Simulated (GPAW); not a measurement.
# Magnetic state of Co3 Ru8 Co3 0001 from several starts, part 2 of 2

A self-consistent run ends on one state, which hangs on the start. Several orders of Co3 Ru8 Co3 0001 are started in GPAW and their energies compared.

GPAW 26.7.0; PBE; plane waves with GPAW's PAW setups, scalar-relativistic.

So far. Step 2 (Order 1, typed as ferro ++++++): After 70 cycles the largest moment stands at 1.83 μB.

### 3. Run 2 (antiferro +++---)

An opposed order shows whether the pairs that it reverses prefer unlike signs.

Contents of order2.py:

```python
import json
import numpy as np
from ase import Atoms
from ase.parallel import paropen, parprint
from gpaw import GPAW

atoms = Atoms(['Co', 'Co', 'Co', 'Ru', 'Ru', 'Ru', 'Ru', 'Ru', 'Ru', 'Ru', 'Ru', 'Co', 'Co', 'Co'],
    cell=[[2.706, 0.0, 0.0],
         [-1.353, 2.343465, 0.0],
         [0.0, 0.0, 37.909]],
    scaled_positions=[[0.0, 0.0, 0.158274],
         [0.333333, 0.666667, 0.204447],
         [0.0, 0.0, 0.250621],
         [0.333333, 0.666667, 0.301994],
         [0.0, 0.0, 0.358567],
         [0.333333, 0.666667, 0.41514],
         [0.0, 0.0, 0.471713],
         [0.333333, 0.666667, 0.528287],
         [0.0, 0.0, 0.58486],
         [0.333333, 0.666667, 0.641433],
         [0.0, 0.0, 0.698006],
         [0.333333, 0.666667, 0.749379],
         [0.0, 0.0, 0.795553],
         [0.333333, 0.666667, 0.841726]],
    pbc=True,
    magmoms=[1.8, 1.8, 1.8, 0.0, 0.0, 0.0, 0.0, 0.0, 0.0, 0.0, 0.0, -1.8, -1.8, -1.8])
atoms.calc = GPAW(mode={'name': 'pw', 'ecut': 450},
    xc='PBE',
    kpts={'size': (20, 20, 1), 'gamma': True},
    occupations={'name': 'fermi-dirac', 'width': 0.05},
    convergence={'density': 1e-05, 'energy': 1e-05},
    maxiter=250,
    mixer={'name': 'pulay', 'beta': 0.03, 'nmaxold': 8, 'weight': 100},
    symmetry={'tolerance': 1e-4},
    txt='order2.txt')
e = atoms.get_potential_energy(force_consistent=True)
res = {'free_energy': e, 'energy_sigma0': atoms.get_potential_energy(), 'fermi_energy': atoms.calc.get_fermi_level()}
res['moments'] = atoms.get_magnetic_moments().tolist()
res['total'] = atoms.get_magnetic_moment()
parprint('site moments (muB):', np.round(res['moments'], 3))
parprint(f"total moment: {res['total']:.3f} muB")
parprint(f'free energy: {e:.6f} eV')
atoms.calc.write('order2.gpw')
with paropen('results.json', 'w') as f:
    json.dump(res, f)
```

The run is started by

```bash
$ OMP_NUM_THREADS=1 mpirun -n 4 gpaw python order2.py > order2.log
```

Numbers of over 12 decimals in the logs are rounded to 6 here.

Log:

```text
site moments (muB): [ 1.827  1.721  1.346 -0.007 -0.042  0.011  0.004 -0.004 -0.011  0.042
  0.007 -1.346 -1.721 -1.827]
total moment: -0.000 muB
free energy: -120.948014 eV

--- order2.txt ---
Input parameters:
  mode=PW(ecut=450),
  convergence={'density': 1e-05, 'energy': 1e-05},
  kpts=MonkhorstPack(size=(20, 20, 1), gamma=True),
  maxiter=250,
  mixer=Pulay(name='pulay', nmaxold=8, beta=0.03, weight=100, sigma=0.015, g_ss=None),
  occupations=Occupations(name='fermi-dirac', width=0.05),
  symmetry=Symmetry(tolerance=0.0001),
  xc=XC(name='PBE')

Diagonalizing LCAO Hamiltonian
Converting LCAO to pw mode

        Co

       Co
        Co

       Ru

        Ru

       Ru

        Ru

       Ru

        Ru

       Ru

        Ru

       Co
        Co

       Co

Atoms  # Å, Bohr magnetons
|    | symbol |         x |        y |         z |    initial magnetic moments |
|----|--------|-----------|----------|-----------|-----------------------------|
|  0 |     Co |  0.000000 | 0.000000 |  6.000009 | ( 0.0000,  0.0000,  1.8000) |
|  1 |     Co | -0.000001 | 1.562311 |  7.750381 | ( 0.0000,  0.0000,  1.8000) |
|  2 |     Co |  0.000000 | 0.000000 |  9.500791 | ( 0.0000,  0.0000,  1.8000) |
|  3 |     Ru | -0.000001 | 1.562311 | 11.448291 | ( 0.0000,  0.0000,  0.0000) |
|  4 |     Ru |  0.000000 | 0.000000 | 13.592916 | ( 0.0000,  0.0000,  0.0000) |
|  5 |     Ru | -0.000001 | 1.562311 | 15.737542 | ( 0.0000,  0.0000,  0.0000) |
|  6 |     Ru |  0.000000 | 0.000000 | 17.882168 | ( 0.0000,  0.0000,  0.0000) |
|  7 |     Ru | -0.000001 | 1.562311 | 20.026832 | ( 0.0000,  0.0000,  0.0000) |
|  8 |     Ru |  0.000000 | 0.000000 | 22.171458 | ( 0.0000,  0.0000,  0.0000) |
|  9 |     Ru | -0.000001 | 1.562311 | 24.316084 | ( 0.0000,  0.0000,  0.0000) |
| 10 |     Ru |  0.000000 | 0.000000 | 26.460709 | ( 0.0000,  0.0000,  0.0000) |
| 11 |     Co | -0.000001 | 1.562311 | 28.408209 | ( 0.0000,  0.0000, -1.8000) |
| 12 |     Co |  0.000000 | 0.000000 | 30.158619 | ( 0.0000,  0.0000, -1.8000) |
| 13 |     Co | -0.000001 | 1.562311 | 31.908991 | ( 0.0000,  0.0000, -1.8000) |

Unit cell  # Å
| periodic |         x |        y |         z |   lengths |     angles |
|----------|-----------|----------|-----------|-----------|------------|
|      yes |  2.706000 | 0.000000 |  0.000000 |  2.706000 |  90.000000 |
|      yes | -1.353000 | 2.343465 |  0.000000 |  2.706000 |  90.000000 |
|      yes |  0.000000 | 0.000000 | 37.909000 | 37.909000 | 119.999997 |

Number of symmetries: 6

BZ-sampling:
  Number of BZ points: 400
  Number of IBZ points: 44

  Monkhorst-Pack size: [20, 20, 1]
  Monkhorst-Pack shift: [0.025, 0.025, 0.0]

Plane wave coefficients: 5267
Cutoff: 450.000000 eV

Spin-components: 2 (collinear spins)
Bands:           114
Projectors:      84
Spin-degeneracy: 1
Datatype:        complex128

Parallelization:
  kpt:    4
  domain: 1
  band:   1

Density:
  Valence electrons: 182.0
  Components: 2
  Grid points: [ 14  14 189]
  Charge: 0.0  # |e|

Potential:
  Grid points: [ 14  14 189]

[... setups left out ...]
Reference energy: -1213377.259297  # eV

eigensolver:
  PPCG
  Converge bands: occupied
  niter=2

density mixing:
  Pulay-Mixer
  Linear mixing parameters: 0.03
  Old densities: 8
  Fourier metric: weight=100, sigma=0.015

occupation numbers:
  Fermi-Dirac:
    width: 0.0500  # eV

poisson solver:
  ecut: 3600.000000  # eV

xc functional:
  name: PBE with 2 nearest neighbor stencil

convergence criteria:
- Maximum integral of absolute [dens]ity change: 1e-05 electrons / valence electron
- Maximum [total energy] change in last 3 cyles: 1e-05 eV / valence electron
- Maximum integral of absolute [eigenst]ate change: 4e-08 eV^2 / valence electron
maximum number of iterations: 250

SCF iterations
|iter     |      energy | eigst |  dens |  magmom |
|---------|-------------|-------|-------|---------|
|iter:   1|       0s | -151.296901 | +0.32 |       |  +0.0000|
|iter:   2|      27s | -808.729442 | +1.49 | -0.67 |  +0.0000|
|iter:   3|      54s | -154.425584 | +0.61 | -0.38 |  -0.0003|
|iter:   4|      81s | -125.706455 | +0.32 | -0.70 |  -0.0001|
|iter:   5|     108s | -125.897874 | -0.29 | -1.08 |  -0.0022|
|iter:   6|     135s | -127.747155 | -1.18 | -1.09 |  +0.0036|
|iter:   7|     162s | -125.280853 | -1.90 | -0.98 |  -0.0026|
|iter:   8|     189s | -123.783270 | -1.83 | -1.12 |  -0.0042|
|iter:   9|     216s | -122.650249 | -1.32 | -1.22 |  -0.0108|
|iter:  10|     242s | -122.582812 | -2.05 | -1.24 |  -0.0043|
[... 60 iterations left out ...]
|iter:  71|    1713s | -120.887508c| -8.58c| -4.71 |  -0.0000|
|iter:  72|    1726s | -120.887508c| -9.03c| -4.73 |  -0.0000|
|iter:  73|    1739s | -120.887507c| -9.12c| -4.75 |  -0.0000|
|iter:  74|    1752s | -120.887507c| -9.23c| -4.77 |  -0.0000|
|iter:  75|    1765s | -120.887508c| -8.51c| -4.80 |  -0.0000|
|iter:  76|    1777s | -120.887508c| -8.85c| -4.92 |  -0.0000|
|iter:  77|    1790s | -120.887509c| -8.98c| -4.95 |  -0.0000|
|iter:  78|    1802s | -120.887508c| -9.40c| -4.96 |  -0.0000|
|iter:  79|    1815s | -120.887509c| -9.17c| -5.00 |  -0.0000|
|iter:  80|    1828s | -120.887509c| -8.85c| -5.03c|  -0.0000|

Converged in 80 steps
Energy contributions relative to reference atoms: (reference = -1213377.259297)

Energy contributions:
  Kinetic:          34.393757
  Coulomb:         -54.411160
  Zero:              0.008644
  External:          0.000000
  Xc:             -100.818244
  Entropy:          -0.121011
  Spinorbit:         0.000000
  ----------------------------
  Free energy:    -120.948014
  Extrapolated:   -120.887509

dipole moment: (-48.794474, -40.859165, -0.000121)  # |e|*Ang

Total magnetic moment: (0.000000, 0.000000, -0.000008)

Local magnetic moments
|        x |        y |         z |
|----------|----------|-----------|
| 0.000000 | 0.000000 |  1.826892 |  # Co   0
| 0.000000 | 0.000000 |  1.721382 |  # Co   1
| 0.000000 | 0.000000 |  1.345762 |  # Co   2
| 0.000000 | 0.000000 | -0.006937 |  # Ru   3
| 0.000000 | 0.000000 | -0.042417 |  # Ru   4
| 0.000000 | 0.000000 |  0.011477 |  # Ru   5
| 0.000000 | 0.000000 |  0.003861 |  # Ru   6
| 0.000000 | 0.000000 | -0.003859 |  # Ru   7
| 0.000000 | 0.000000 | -0.011482 |  # Ru   8
| 0.000000 | 0.000000 |  0.042420 |  # Ru   9
| 0.000000 | 0.000000 |  0.006939 |  # Ru  10
| 0.000000 | 0.000000 | -1.345774 |  # Co  11
| 0.000000 | 0.000000 | -1.721384 |  # Co  12
| 0.000000 | 0.000000 | -1.826890 |  # Co  13

Fermi level: 7.776
Eigenvalues  # (at kpt = [-0.000, -0.000, 0.000])
| band index |      eig [eV] | occ [0-1] |      eig [eV] | occ [0-1] |
|------------|---------------|-----------|---------------|-----------|
|          0 |       -65.362 |     1.000 |       -65.362 |     1.000 |
|        ... |               |           |               |           |
|         91 |         7.156 |     1.000 |         7.156 |     1.000 |
|         92 |         7.156 |     1.000 |         7.156 |     1.000 |
|         93 |         7.286 |     1.000 |         7.286 |     1.000 |
|         94 |         7.395 |     1.000 |         7.395 |     1.000 |
|         95 |         7.395 |     1.000 |         7.395 |     1.000 |
|         96 |         7.692 |     0.842 |         7.692 |     0.842 |
|         97 |         7.740 |     0.671 |         7.740 |     0.671 |
|         98 |         7.740 |     0.671 |         7.740 |     0.671 |
|         99 |         7.859 |     0.161 |         7.859 |     0.161 |
|        100 |         8.115 |     0.001 |         8.115 |     0.001 |
|        101 |         8.115 |     0.001 |         8.115 |     0.001 |
|        102 |         8.378 |     0.000 |         8.378 |     0.000 |
|        103 |         8.378 |     0.000 |         8.378 |     0.000 |
|        104 |         8.500 |     0.000 |         8.500 |     0.000 |
|        105 |         8.616 |     0.000 |         8.616 |     0.000 |
|        106 |         8.616 |     0.000 |         8.616 |     0.000 |
|        ... |               |           |               |           |
|        113 |         8.937 |     0.000 |         8.937 |     0.000 |

No gap
No difference between direct/indirect transitions
```

It took 31 min on 4 MPI ranks of Arm Neoverse V2, shared host; peak memory 2 GiB; 2.1 h of CPU time.

Spin moment in the augmentation sphere by atom:

```csv
atom,spin moment in the augmentation sphere (μB)
Co1,1.83
Co2,1.72
Co3,1.35
Ru4,-0.01
Ru5,-0.04
Ru6,0.01
Ru7,0.00
Ru8,0.00
Ru9,-0.01
Ru10,0.04
Ru11,0.01
Co12,-1.35
Co13,-1.72
Co14,-1.83
```

Read from the output:

| Quantity | Value |
| --- | --- |
| magnetization | 0 μB |
| final state | antiferromagnetic |

It lies 0.265 meV a seeded atom over the first start, and its largest moment is 1.83 μB against 1.83 μB.

### 4. Run 3 (no spin polarisation)

This run holds no moments, which gives a state to set the others against.

nospin.py is the script of step 3 with these lines changed:

```diff
@@ -24,4 +24,3 @@
          [0.333333, 0.666667, 0.841726]],
-    pbc=True,
-    magmoms=[1.8, 1.8, 1.8, 0.0, 0.0, 0.0, 0.0, 0.0, 0.0, 0.0, 0.0, -1.8, -1.8, -1.8])
+    pbc=True)
 atoms.calc = GPAW(mode={'name': 'pw', 'ecut': 450},
@@ -34,11 +33,7 @@
     symmetry={'tolerance': 1e-4},
-    txt='order2.txt')
+    txt='nospin.txt')
 e = atoms.get_potential_energy(force_consistent=True)
 res = {'free_energy': e, 'energy_sigma0': atoms.get_potential_energy(), 'fermi_energy': atoms.calc.get_fermi_level()}
-res['moments'] = atoms.get_magnetic_moments().tolist()
-res['total'] = atoms.get_magnetic_moment()
-parprint('site moments (muB):', np.round(res['moments'], 3))
-parprint(f"total moment: {res['total']:.3f} muB")
 parprint(f'free energy: {e:.6f} eV')
-atoms.calc.write('order2.gpw')
+atoms.calc.write('nospin.gpw')
 with paropen('results.json', 'w') as f:
```

The run is started by

```bash
$ OMP_NUM_THREADS=1 mpirun -n 4 gpaw python nospin.py > nospin.log
```

Log:

```text
free energy: -119.445325 eV

--- nospin.txt ---
Input parameters:
  mode=PW(ecut=450),
  convergence={'density': 1e-05, 'energy': 1e-05},
  kpts=MonkhorstPack(size=(20, 20, 1), gamma=True),
  maxiter=250,
  mixer=Pulay(name='pulay', nmaxold=8, beta=0.03, weight=100, sigma=0.015, g_ss=None),
  occupations=Occupations(name='fermi-dirac', width=0.05),
  symmetry=Symmetry(tolerance=0.0001),
  xc=XC(name='PBE')

[...]
|        ... |               |           |
|         89 |         6.738 |     2.000 |
|         90 |         6.989 |     2.000 |
|         91 |         6.989 |     2.000 |
|         92 |         7.122 |     2.000 |
[...]
|        102 |         7.900 |     0.008 |
|        103 |         7.900 |     0.008 |
|        104 |         8.058 |     0.000 |
|        ... |               |           |
|        113 |         8.765 |     0.000 |

No gap
No difference between direct/indirect transitions

[key lines of the parts left out:]
Free energy:    -119.445325
Converged in 81 steps
dipole moment: (-48.767917, -40.889191, -0.000126)  # |e|*Ang
Fermi level: 7.622
```

Run time: 17 min. Hardware: 4 MPI ranks; peak memory 1.5 GiB; 66 min of CPU time.

This step gave:

```yaml
final_state: non-magnetic (no spin polarisation)
```

It lies 251 meV a seeded atom over the first start.

### 5. The states side by side

These are free energies at a smearing of 0.05 eV, so its entropy term is in the differences. They are divided by the number of seeded atoms, so that cells of unlike size compare.

Orders:

```csv
start,final state,typed order kept,energy over the lowest (meV a seeded atom),largest site moment (μB),net moment (μB a primitive cell),mesh matched,CPU time (s)
ferro ++++++,ferromagnetic,yes,0,1.828,9.51,yes,6989
antiferro +++---,antiferromagnetic,yes,0.2649,1.827,0,yes,7500
no spin polarisation,non-magnetic,-,250.7,0,0,yes,3987
```

### 6. Results

| Property | Result |
| --- | --- |
| lowest state found | ferromagnetic (typed ferro ++++++) |
| largest site moment | 1.83 μB |
| next state | antiferromagnetic, 0.265 meV a seeded atom higher |
| energy gained by spin polarisation | 251 meV a seeded atom |

**Reading.** The lowest state found is ferromagnetic, reached from the start ferro ++++++, with moments up to 1.83 μB. The two lowest states lie so close that the mesh, the functional or spin–orbit coupling could swap them. This is the lowest of 3 finished starts, no proof of the ground state.

[Logs and program files are shortened in this print: banners, set-up blocks, solver, clock and traceback lines can be left out without a mark of their own.]

[Logs are printed without paths, hosts, clocks, repeated set-up lines and the standing remarks that a program may print on its own settings, such as how far it seeks lower states.]

[Hosts, paths, dates, database ids (printed as entryN), source tags and the programs' standing remarks are cut or masked in the printed files.]

[Where a cell is said to come from a database of computed structures, the database is the Materials Project.]
